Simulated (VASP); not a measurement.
A run of VASP 6.6.1 is set up as follows.

Contents of INCAR:

```
PREC     = Accurate       # precision mode
ENCUT    = 600            # plane-wave cutoff, eV
EDIFF    = 1E-6           # SCF threshold, eV
ISMEAR   = 0              # smearing method
SIGMA    = 0.03           # smearing width, eV
LREAL    = False          # projectors in reciprocal space
LASPH    = True           # aspherical terms in the spheres
NELM     = 80             # most SCF steps
ALGO     = Normal         # electronic algorithm
ISIF     = 3              # what is computed and relaxed
LWAVE    = False          # write WAVECAR
LCHARG   = False          # write CHGCAR
GGA      = PS             # functional
IBRION   = 2              # ionic algorithm
NSW      = 90             # ionic steps
EDIFFG   = -0.01          # ionic threshold
KPAR     = 8
```

KPOINTS

```
regular mesh
0
Gamma
  6 6 6
```

The input POSCAR:

```
CdIn2S4
1.0
    0.0000000000      5.3985000000      5.3985000000
    5.3985000000      0.0000000000      5.3985000000
    5.3985000000      5.3985000000      0.0000000000
Cd In S
2 4 8
Direct
    0.0000000000      0.0000000000      0.0000000000
    0.2500000000      0.2500000000      0.2500000000
    0.6250000000      0.6250000000      0.6250000000
    0.1250000000      0.6250000000      0.6250000000
    0.6250000000      0.6250000000      0.1250000000
    0.6250000000      0.1250000000      0.6250000000
    0.3860000000      0.3860000000      0.3860000000
    0.4080000000      0.8640000000      0.8640000000
    0.3860000000      0.3860000000      0.8420000000
    0.8640000000      0.4080000000      0.8640000000
    0.8420000000      0.3860000000      0.3860000000
    0.8640000000      0.8640000000      0.8640000000
    0.3860000000      0.8420000000      0.3860000000
    0.8640000000      0.8640000000      0.4080000000
```

Potentials or basis: VASP PAW PBE potentials, release 64 (Cd, In_d, S).

The run is started by

```bash
$ cat potpaw_PBE.64/Cd/POTCAR potpaw_PBE.64/In_d/POTCAR potpaw_PBE.64/S/POTCAR > POTCAR
$ mpirun -np 8 vasp_std > vasp.out
```

Predict the space group after relaxing (to 0.05 Å).

Fd-3m (No. 227).

What does it give for the relaxed volume?

22.86 Å³/atom.

Predict the band gap on the k mesh.

1.18 eV, indirect (least direct gap 1.29 eV).

What does it give for the relaxed cell?

a = 7.677 Å, b = 7.677 Å, c = 7.677 Å, α = 60.00°, β = 60.00°, γ = 60.00°.

Step by step:
| step | energy change (eV) | largest force (eV/Å) | pressure (GPa) | volume (Å³) |
| --- | --- | --- | --- | --- |
| 1 | 0.0000 | 0.5103 | 1.83 | 314.67 |
| 2 | -0.0613 | 0.0062 | -1.39 | 326.53 |
| 3 | -0.0782 | 0.1579 | -0.43 | 322.67 |
| 4 | -0.0889 | 0.0525 | -0.14 | 320.86 |
| 5 | -0.0902 | 0.0006 | 0.00 | 319.98 |

Caveat: the PAW data sets were made with another functional, which shifts forces and pressure a little; spin-orbit coupling is left out, which moves the levels of the heavy elements. A k mesh can miss the band edges.
